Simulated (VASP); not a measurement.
VASP 6.6.1 run: SiO₂

INCAR

```
NSW = 0
LCHARG = .FALSE.
LREAL = .FALSE.
EDIFF = 1E-7
ISIF = 2
IBRION = -1
GGA = PE
NBANDS = 25
ENCUT = 520
LWAVE = .FALSE.
MAGMOM = -0.5 0.5 0.5 0.5 0.5 0.5
PREC = Accurate
LASPH = .TRUE.
ISMEAR = -1
ISPIN = 2
AMIX = 0.05
SIGMA = 0.02
NELM = 120
```

KPOINTS

```
KPOINTS created by Atomic Simulation Environment
0
Gamma
3 3 5
0 0 0
```

POSCAR

```
Si O
 1.0000000000000000
     4.1851887985999996    0.0000000000000000    0.0000000000000000
     0.0000000000000000    4.1851887985999996    0.0000000000000000
     0.0000000000000000    0.0000000000000000    2.5620862952999999
 Si  O
   2   4
Cartesian
  0.0000000000000000  0.0000000000000000  0.0000000000000000
  2.0925943992999998  2.0925943992999998  1.2810431476499999
  1.2797509969136254  1.2797509969136254  0.0000000000000000
  0.8128434023863741  3.3723453962136256  1.2810431476499999
  3.3723453962136256  0.8128434023863741  1.2810431476499999
  2.9054378016863738  2.9054378016863738  0.0000000000000000
```

The recommended PBE PAW datasets give the neutral cell 32 valence electrons.

Command

```
mpirun -np 1 vasp_std
```

OSZICAR

```
N       E                     dE             d eps       ncg     rms          rms(c)
DAV:   1     0.131994104110E+03    0.13199E+03   -0.18336E+04  1232   0.125E+03
DAV:   2    -0.439128457910E+02   -0.17591E+03   -0.17057E+03  1510   0.280E+02
DAV:   3    -0.502292651069E+02   -0.63164E+01   -0.62946E+01  1619   0.503E+01
DAV:   4    -0.502677218201E+02   -0.38457E-01   -0.38447E-01  1384   0.459E+00
DAV:   5    -0.502680078955E+02   -0.28608E-03   -0.28605E-03  1629   0.376E-01    0.195E+01
DAV:   6    -0.492640348594E+02    0.10040E+01   -0.24089E-01  1568   0.335E+00    0.178E+01
DAV:   7    -0.458426340435E+02    0.34214E+01   -0.13657E+01  1517   0.248E+01    0.793E+00
DAV:   8    -0.459188567652E+02   -0.76223E-01   -0.50613E-01  1457   0.450E+00    0.337E+00
DAV:   9    -0.459202281829E+02   -0.13714E-02   -0.13385E-02  1598   0.786E-01    0.254E+00
DAV:  10    -0.459360527909E+02   -0.15825E-01   -0.39621E-02  1508   0.148E+00    0.213E+00
DAV:  11    -0.459384184744E+02   -0.23657E-02   -0.10711E-02  1507   0.631E-01    0.145E+00
DAV:  12    -0.459388648578E+02   -0.44638E-03   -0.35451E-04  1518   0.110E-01    0.138E+00
DAV:  13    -0.459404018524E+02   -0.15370E-02   -0.39876E-03  1533   0.383E-01    0.741E-01
DAV:  14    -0.459401129046E+02    0.28895E-03   -0.54149E-04  1533   0.151E-01    0.609E-01
DAV:  15    -0.459400010138E+02    0.11189E-03   -0.88348E-04  1481   0.216E-01    0.125E-01
DAV:  16    -0.459400016323E+02   -0.61854E-06   -0.41187E-05  1526   0.470E-02    0.300E-02
DAV:  17    -0.459400136376E+02   -0.12005E-04   -0.57912E-06  1449   0.172E-02    0.176E-02
DAV:  18    -0.459400180214E+02   -0.43838E-05   -0.79880E-06  1484   0.200E-02    0.156E-02
DAV:  19    -0.459400197997E+02   -0.17783E-05   -0.22580E-06  1508   0.121E-02    0.885E-03
DAV:  20    -0.459400199060E+02   -0.10626E-06   -0.32150E-07  1398   0.455E-03    0.102E-02
DAV:  21    -0.459400202468E+02   -0.34083E-06   -0.19280E-07  1296   0.284E-03    0.473E-03
DAV:  22    -0.459400203150E+02   -0.68121E-07   -0.13062E-07  1196   0.236E-03
   1 F= -.45940020E+02 E0= -.45940020E+02  d E =-.374224E-11  mag=    -0.0000
```

Standard output (part)

```
POSCAR found type information on POSCAR SiO
 POSCAR found :  2 types and       6 ions
 LDA part: xc-table for (Slater+PW92), standard interpolation
 POSCAR, INCAR and KPOINTS ok, starting setup
 WAVECAR not read
 entering main loop
```

It converged. Results: pressure 27.2 GPa; largest force 0.16 eV/Å; magnetic moment of the cell 0.00 μB.

For comparison, a separate PBE run of the intended cell, on usual settings and not on those above, gives a gap of 6.40 eV on its mesh and a pressure of 27.2 GPa.

The run above took about 30 s on one core of a shared host (Intel Xeon Platinum 8488C) and held 0.17 GiB at most.
